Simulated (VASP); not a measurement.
# Be (Im-3m) in VASP: a series of runs

The runs below take Be through single point, relaxation of the atoms, with PBE, HSE03, PBEsol, PBE+dDsC.

All numbers are computed with VASP 6.6.1; they aren't measurements. Logs are shortened: lines on timing, memory, paths and dates and some standing lists are left out, and cuts for length are marked.

## Step 1: The crystal as given

The structure is cubic, space group Im-3m (No. 229). The conventional cell has a = 2.506 Å, b = 2.506 Å, c = 2.506 Å, α = 90.00°, β = 90.00°, γ = 90.00°. Be (site symmetry m-3m) is surrounded by 8 Be at 2.17 Å.

This isn't the form of Be at room conditions, which is hcp.

## Step 2: Single point, PBE

Contents of run.py:

```python
from ase.calculators.vasp import Vasp
from ase.dft.bandgap import bandgap
from ase.io import read

atoms = read('Be.cif', primitive_cell=True, subtrans_included=False)
calc = Vasp(
    directory='calc',
    xc='pbe',
    pp='PBE',
    setups='minimal',
    prec='Accurate',
    encut=500,
    ediff=1e-07,
    ismear=0,
    sigma=0.05,
    lreal=False,
    lasph=True,
    nelm=100,
    algo='Normal',
    isif=2,
    lwave=False,
    lcharg=False,
    kpts=[15, 15, 15],
    gamma=True,
    nbands=7,
)
atoms.calc = calc

print('energy (eV):', atoms.get_potential_energy())
print('free energy (eV):', atoms.get_potential_energy(force_consistent=True))
print('forces (eV/A):')
print(atoms.get_forces())
print('stress (eV/A^3, Voigt):', atoms.get_stress())
print('Fermi level (eV):', calc.get_fermi_level())
gap, top, bottom = bandgap(calc)
print('band gap (eV):', gap, 'from (spin, k, band)', top, 'to', bottom)
```

Contents of Be.cif:

```cif
data_Be
_cell_length_a 2.50624190
_cell_length_b 2.50624190
_cell_length_c 2.50624190
_cell_angle_alpha 90.00000000
_cell_angle_beta 90.00000000
_cell_angle_gamma 90.00000000
_space_group_name_H-M_alt 'Im-3m'
_space_group_name_Hall '-I 4 2 3'
_space_group_IT_number 229
loop_
_space_group_symop_operation_xyz
'x,y,z'
'-x,-y,-z'
'-y,x,z'
'y,-x,-z'
'-x,-y,z'
'x,y,-z'
'y,-x,z'
'-y,x,-z'
'x,-y,-z'
'-x,y,z'
'-y,-x,-z'
'y,x,z'
'-x,y,-z'
'x,-y,z'
'y,x,-z'
'-y,-x,z'
'z,x,y'
'-z,-x,-y'
'z,-y,x'
'-z,y,-x'
'z,-x,-y'
'-z,x,y'
'z,y,-x'
'-z,-y,x'
'-z,x,-y'
'z,-x,y'
'-z,-y,-x'
'z,y,x'
'-z,-x,y'
'z,x,-y'
'-z,y,x'
'z,-y,-x'
'y,z,x'
'-y,-z,-x'
'x,z,-y'
'-x,-z,y'
'-y,z,-x'
'y,-z,x'
'-x,z,y'
'x,-z,-y'
'-y,-z,x'
'y,z,-x'
'-x,-z,-y'
'x,z,y'
'y,-z,-x'
'-y,z,x'
'x,-z,y'
'-x,z,-y'
'x+1/2,y+1/2,z+1/2'
'-x+1/2,-y+1/2,-z+1/2'
'-y+1/2,x+1/2,z+1/2'
'y+1/2,-x+1/2,-z+1/2'
'-x+1/2,-y+1/2,z+1/2'
'x+1/2,y+1/2,-z+1/2'
'y+1/2,-x+1/2,z+1/2'
'-y+1/2,x+1/2,-z+1/2'
'x+1/2,-y+1/2,-z+1/2'
'-x+1/2,y+1/2,z+1/2'
'-y+1/2,-x+1/2,-z+1/2'
'y+1/2,x+1/2,z+1/2'
'-x+1/2,y+1/2,-z+1/2'
'x+1/2,-y+1/2,z+1/2'
'y+1/2,x+1/2,-z+1/2'
'-y+1/2,-x+1/2,z+1/2'
'z+1/2,x+1/2,y+1/2'
'-z+1/2,-x+1/2,-y+1/2'
'z+1/2,-y+1/2,x+1/2'
'-z+1/2,y+1/2,-x+1/2'
'z+1/2,-x+1/2,-y+1/2'
'-z+1/2,x+1/2,y+1/2'
'z+1/2,y+1/2,-x+1/2'
'-z+1/2,-y+1/2,x+1/2'
'-z+1/2,x+1/2,-y+1/2'
'z+1/2,-x+1/2,y+1/2'
'-z+1/2,-y+1/2,-x+1/2'
'z+1/2,y+1/2,x+1/2'
'-z+1/2,-x+1/2,y+1/2'
'z+1/2,x+1/2,-y+1/2'
'-z+1/2,y+1/2,x+1/2'
'z+1/2,-y+1/2,-x+1/2'
'y+1/2,z+1/2,x+1/2'
'-y+1/2,-z+1/2,-x+1/2'
'x+1/2,z+1/2,-y+1/2'
'-x+1/2,-z+1/2,y+1/2'
'-y+1/2,z+1/2,-x+1/2'
'y+1/2,-z+1/2,x+1/2'
'-x+1/2,z+1/2,y+1/2'
'x+1/2,-z+1/2,-y+1/2'
'-y+1/2,-z+1/2,x+1/2'
'y+1/2,z+1/2,-x+1/2'
'-x+1/2,-z+1/2,-y+1/2'
'x+1/2,z+1/2,y+1/2'
'y+1/2,-z+1/2,-x+1/2'
'-y+1/2,z+1/2,x+1/2'
'x+1/2,-z+1/2,y+1/2'
'-x+1/2,z+1/2,-y+1/2'
loop_
_atom_site_label
_atom_site_type_symbol
_atom_site_symmetry_multiplicity
_atom_site_Wyckoff_symbol
_atom_site_fract_x
_atom_site_fract_y
_atom_site_fract_z
_atom_site_occupancy
Be1 Be 2 a 0.0000000000 0.0000000000 0.0000000000 1
```

Potentials or basis: VASP PAW PBE potentials, release 64 (Be).

Started as:

```bash
$ python run.py
```

The program printed:

```text
energy (eV): -3.66483424
free energy (eV): -3.66492942
forces (eV/A):
[[ 0.  0. -0.]]
stress (eV/A^3, Voigt): [ 0.00439476  0.00439476  0.00439476 -0.         -0.         -0.        ]
Fermi level (eV): 7.8251006
band gap (eV): 0.0 from (spin, k, band) (None, None, None) to (None, None, None)
```

OUTCAR:

```text
ENCUT = 500.000000
   EDIFF = 1.00e-07
   GGA = PE
   PREC = Accurate
   ISIF = 2
   ISMEAR = 0
   NELM = 100
   LASPH = .TRUE.
   LREAL = .FALSE.

 ion  position               nearest neighbor table
   1  0.000  0.000  0.000-

  LATTYP: Found a body centered cubic cell.
 ALAT       =     2.5062419000

  Lattice vectors:

 A1 = (  -1.2531209500,   1.2531209500,   1.2531209500)
 A2 = (   1.2531209500,  -1.2531209500,   1.2531209500)
 A3 = (   1.2531209500,   1.2531209500,  -1.2531209500)

Analysis of symmetry for initial positions (statically):
=====================================================================
 Subroutine PRICEL returns:
 Original cell was already a primitive cell.

 Routine SETGRP: Setting up the symmetry group for a
 body centered cubic supercell.

 Subroutine GETGRP returns: Found 48 space group operations
 (whereof 48 operations were pure point group operations)
 out of a pool of 48 trial point group operations.

The static configuration has the point symmetry O_h .

Analysis of symmetry for dynamics (positions and initial velocities):
=====================================================================
 Subroutine PRICEL returns:
 Original cell was already a primitive cell.

 Routine SETGRP: Setting up the symmetry group for a
 body centered cubic supercell.

 Subroutine GETGRP returns: Found 48 space group operations
 (whereof 48 operations were pure point group operations)
 out of a pool of 48 trial point group operations.

The dynamic configuration has the point symmetry O_h .

 Subroutine INISYM returns: Found 48 space group operations
 (whereof 48 operations are pure point group operations),
 and found     1 'primitive' translations

----------------------------------------------------------------------------------------

                                     Primitive cell

  volume of cell :       7.8712

  direct lattice vectors                    reciprocal lattice vectors
    -1.253120950  1.253120950  1.253120950     0.000000000  0.399003783  0.399003783
     1.253120950 -1.253120950  1.253120950     0.399003783  0.000000000  0.399003783
     1.253120950  1.253120950 -1.253120950     0.399003783  0.399003783  0.000000000

  length of vectors
     2.170469153  2.170469153  2.170469153     0.564276562  0.564276562  0.564276562

  position of ions in fractional coordinates (direct lattice)
     0.000000000  0.000000000  0.000000000

  ion indices of the primitive-cell ions
   primitive index   ion index
                 1           1

[... 86 lines left out ...]
   NGXF,Y,Z  is equivalent  to a cutoff of  24.51, 24.51, 24.51 a.u.
 SYSTEM =  unknown system
   PREC   = accura    normal or accurate (medium, high low for compatibility)
   ISTART =      0    job   : 0-new  1-cont  2-samecut
   ICHARG =      2    charge: 1-file 2-atom 10-const
   ISPIN  =      1    spin polarized calculation?
   LNONCOLLINEAR =      F non collinear calculations
   LSORBIT =      F    spin-orbit coupling
   LASPH  =      T    aspherical Exc in radial PAW
   ENCUT  =  500.0 eV  36.75 Ry    6.06 a.u.   3.96  3.96  3.96*2*pi/ulx,y,z
   NELM   =    100;   NELMIN=  2; NELMDL= -5     # of ELM steps
   EDIFF  = 0.1E-06   stopping-criterion for ELM
   LREAL  =      F    real-space projection
   EDIFFG = 0.1E-05   stopping-criterion for IOM
   NSW    =      0    number of steps for IOM
   IBRION =     -1    ionic relax: 0-MD 1-quasi-New 2-CG
   NFREE  =      0    steps in history (QN), initial steepest desc. (CG)
   ISIF   =      2    stress and relaxation
   ISYM   =      2    0-nonsym 1-usesym 2-fastsym
   POTIM  = 0.5000    time-step for ionic-motion
   TEBEG  =    0.0;   TEEND  =   0.0 temperature during run
   PSTRESS=    0.0 pullay stress
   NELECT =       2.0000    total number of electrons
   NUPDOWN=      -1.0000    fix difference up-down
   EMIN   =  10.00;   EMAX   =-10.00  energy-range for DOS
   EFERMI =   0.00;   METHOD = LEGACY
   ISMEAR =     0;   SIGMA  =   0.05  broadening in eV -4-tet -1-fermi 0-gaus
   EFERMI_NEDOS =   21; number of points for ismear=-14 and -15
   IALGO  =     38    algorithm
   IMIX   =      4    mixing-type and parameters
     AMIX     =   0.40;   BMIX     =  1.00
     AMIX_MAG =   1.60;   BMIX_MAG =  1.00
  volume/ion in A,a.u.               =       7.87        53.12
  Fermi-wavevector in a.u.,A,eV,Ry     =   1.036904  1.959464 14.628572  1.075170
  Thomas-Fermi vector in A             =   2.171317
   LORBIT       =      0    0 simple, 1 ext, 2 COOP (PROOUT), +10 PAW based schemes
   GGA     = PE    functional components
   LHFCALC =     F    Hartree Fock is set to
   AEXX    =    0.0000 exact exchange contribution
   IVDW    =     0    specifies the selected vdW correction
   LEPSILON=     F    determine dielectric tensor
   LRPA    =     F    only Hartree local field effects (RPA)
 non-spin polarized calculation
 Gauss-broadening in eV      SIGMA  =   0.05
  energy-cutoff  :      500.00
  volume of cell :        7.87
 maximum number of plane-waves:       212
   NGX =  7   NGY =  7   NGZ =  7

 number of electron       2.0000000 magnetization

 Free energy of the ion-electron system (eV)
  ---------------------------------------------------
  ext. energy  EPLUGINS =         0.00000000
  ---------------------------------------------------
  free energy    TOTEN  =        -3.66492942 eV

  energy without entropy =       -3.66473906  energy(sigma->0) =       -3.66483424

 E-fermi :   7.8251     XC(G=0): -10.6268

 val. band max:        7.7683287311   @ k =  -0.3333  -0.4000   0.0667
 cond. band min:       7.8291089915   @ k =   0.2667   0.2667   0.2000
 fundamental gap:      0.0607802604
 Fermi energy:         7.8251005971

 k-point     1 :       0.0000    0.0000    0.0000
  band No.  band energies     occupation
      1      -4.3149      2.00000
      2      27.2625      0.00000
      3      27.2625      0.00000
      4      27.2625      0.00000
      5      38.6198      0.00000
      6      38.6198      0.00000
      7      38.6198      0.00000
[... 381 lines left out ...]
 k-point    40 :      -0.1333    0.1333    0.0667
  band No.  band energies     occupation
      1      -3.5328      2.00000
      2      23.9584      0.00000
      3      24.5345      0.00000
      4      26.3305      0.00000
      5      33.1945      0.00000
      6      35.6211      0.00000
      7      37.3758      0.00000

 [... further k-points ...]

------------------------ aborting loop because EDIFF is reached ----------------------------------------

  FORCE on cell =-STRESS in cart. coord.  units (eV):
  Direction    XX          YY          ZZ          XY          YZ          ZX
  --------------------------------------------------------------------------------------
  -------------------------------------------------------------------------------------
  Total       -0.0345918     -0.0345918     -0.0345918     -0.0000000     -0.0000000      0.0000000
  in kB       -7.0411755     -7.0411755     -7.0411755     -0.0000000     -0.0000000      0.0000000
  external PRESSURE =      -7.0411755 kB  Pullay stress =       0.0000000 kB

 VOLUME and BASIS-vectors are now :
 -----------------------------------------------------------------------------
  energy-cutoff  :      500.00
  volume of cell :        7.87
      direct lattice vectors                 reciprocal lattice vectors
    -1.253120950  1.253120950  1.253120950     0.000000000  0.399003783  0.399003783
     1.253120950 -1.253120950  1.253120950     0.399003783  0.000000000  0.399003783
     1.253120950  1.253120950 -1.253120950     0.399003783  0.399003783  0.000000000

 POSITION                                       TOTAL-FORCE (eV/Angst)
 -----------------------------------------------------------------------------------
      0.00000      0.00000      0.00000         0.000000      0.000000     -0.000000
 -----------------------------------------------------------------------------------
    total drift:                               -0.000000     -0.000000     -0.000000

  FREE ENERGIE OF THE ION-ELECTRON SYSTEM (eV)
  ---------------------------------------------------
  free  energy   TOTEN  =        -3.6649294219 eV

  energy  without entropy=       -3.6647390619  energy(sigma->0) =       -3.66483424
```

INCAR:

```text
ENCUT = 500.000000
SIGMA = 0.050000
EDIFF = 1.00e-07
ALGO = Normal
GGA = PE
PREC = Accurate
ISIF = 2
ISMEAR = 0
NBANDS = 7
NELM = 100
LASPH = .TRUE.
LCHARG = .FALSE.
LWAVE = .FALSE.
LREAL = .FALSE.
```

Run time: 7.1 s. Hardware: 1 thread of AMD EPYC 9R45 (Zen 5), shared host; peak memory 0.08 GiB.

Results:

```
Free energy            : -3.6649 eV
Pressure               : -0.7 GPa
Band gap on the k mesh : none (metal or under the smearing width)
```

Levels at points of the mesh, in eV from the Fermi level:
| k point | band 1 | band 2 | band 3 | band 4 | band 5 |
| --- | --- | --- | --- | --- | --- |
| (0.00, 0.00, 0.00) | -12.14 | 19.44 | 19.44 | 19.44 | 30.79 |

## Step 3: Single point, HSE03

Contents of POSCAR:

```
Be
1.0
   -1.2531209513      1.2531209513      1.2531209513
    1.2531209513     -1.2531209513      1.2531209513
    1.2531209513      1.2531209513     -1.2531209513
Be
1
Direct
    0.0000000000      0.0000000000      0.0000000000
```

Contents of INCAR.step1:

```
PREC     = Accurate       # precision mode
ENCUT    = 520            # plane-wave cutoff, eV
EDIFF    = 1E-5           # SCF threshold, eV
ISMEAR   = 1              # smearing method
SIGMA    = 0.1            # smearing width, eV
LREAL    = False          # projectors in reciprocal space
LASPH    = True           # aspherical terms in the spheres
NELM     = 80             # most SCF steps
ALGO     = Normal         # electronic algorithm
ISIF     = 2              # what is computed and relaxed
LWAVE    = True           # write WAVECAR
LCHARG   = False          # write CHGCAR
GGA      = PE             # functional
```

Contents of INCAR.step2:

```
PREC     = Accurate       # precision mode
ENCUT    = 520            # plane-wave cutoff, eV
EDIFF    = 1E-6           # SCF threshold, eV
ISMEAR   = 1              # smearing method
SIGMA    = 0.1            # smearing width, eV
LREAL    = False          # projectors in reciprocal space
LASPH    = True           # aspherical terms in the spheres
NELM     = 80             # most SCF steps
ALGO     = Normal         # electronic algorithm
ISIF     = 2              # what is computed and relaxed
LWAVE    = False          # write WAVECAR
LCHARG   = False          # write CHGCAR
GGA      = PE             # functional
LHFCALC  = True           # exact exchange
HFSCREEN = 0.3            # screening, 1/A
PRECFOCK = Fast         
ISTART   = 1
```

Contents of KPOINTS:

```
regular mesh
0
Gamma
  8 8 8
```

Potentials or basis: VASP PAW PBE potentials, release 64 (Be).

Started as:

```bash
$ cat potpaw_PBE.64/Be/POTCAR > POTCAR
$ cp INCAR.step1 INCAR
$ mpirun -np 1 vasp_std > vasp.out
$ cp INCAR.step2 INCAR
$ mpirun -np 1 vasp_std > vasp.out
```

OUTCAR:

```text
PREC = Accurate
   ENCUT = 520
   EDIFF = 1E-6
   ISMEAR = 1
   LREAL = False
   LASPH = True
   NELM = 80
   ISIF = 2
   GGA = PE
   LHFCALC = True
   HFSCREEN = 0.3
   PRECFOCK = Fast
   ISTART = 1

 ion  position               nearest neighbor table
   1  0.000  0.000  0.000-

  LATTYP: Found a body centered cubic cell.
 ALAT       =     2.5062419026

  Lattice vectors:

[... 421 lines left out ...]
  band No.  band energies     occupation
      1      13.5820      0.00000
      2      13.5820      0.00000
      3      13.5820      0.00000
      4      19.4290      0.00000
      5      19.4290      0.00000

------------------------ aborting loop because EDIFF is reached ----------------------------------------

  FORCE on cell =-STRESS in cart. coord.  units (eV):
  Direction    XX          YY          ZZ          XY          YZ          ZX
  --------------------------------------------------------------------------------------
  -------------------------------------------------------------------------------------
  Total       -0.0667141     -0.0667141     -0.0667141      0.0000000      0.0000000      0.0000000
  in kB      -13.5796690    -13.5796690    -13.5796690      0.0000000      0.0000000      0.0000000
  external PRESSURE =     -13.5796690 kB  Pullay stress =       0.0000000 kB

 VOLUME and BASIS-vectors are now :
 -----------------------------------------------------------------------------
  energy-cutoff  :      520.00
  volume of cell :        7.87
      direct lattice vectors                 reciprocal lattice vectors
    -1.253120951  1.253120951  1.253120951     0.000000000  0.399003783  0.399003783
     1.253120951 -1.253120951  1.253120951     0.399003783  0.000000000  0.399003783
     1.253120951  1.253120951 -1.253120951     0.399003783  0.399003783  0.000000000

 POSITION                                       TOTAL-FORCE (eV/Angst)
 -----------------------------------------------------------------------------------
      0.00000      0.00000      0.00000         0.000000     -0.000000      0.000000
 -----------------------------------------------------------------------------------
    total drift:                               -0.000000      0.000000     -0.000000

  FREE ENERGIE OF THE ION-ELECTRON SYSTEM (eV)
  ---------------------------------------------------
  free  energy   TOTEN  =        -3.6893501036 eV

  energy  without entropy=       -3.6882724563  energy(sigma->0) =       -3.68899089
```

It took 52 s on 1 thread of AMD EPYC 9R45 (Zen 5), shared host; peak memory 0.17 GiB.

What came out:

```yaml
Free_energy: -3.6894 eV
Pressure: -1.4 GPa
Band_gap_on_the_k_mesh: none (metal or under the smearing width)
```

Caveat: the k mesh is coarse (spacing up to 0.44 Å⁻¹), so the values aren't converged, least of all with exact exchange; the PAW data sets were made with another functional, which shifts forces and pressure a little.

(Part 1 of 2 ends here.)
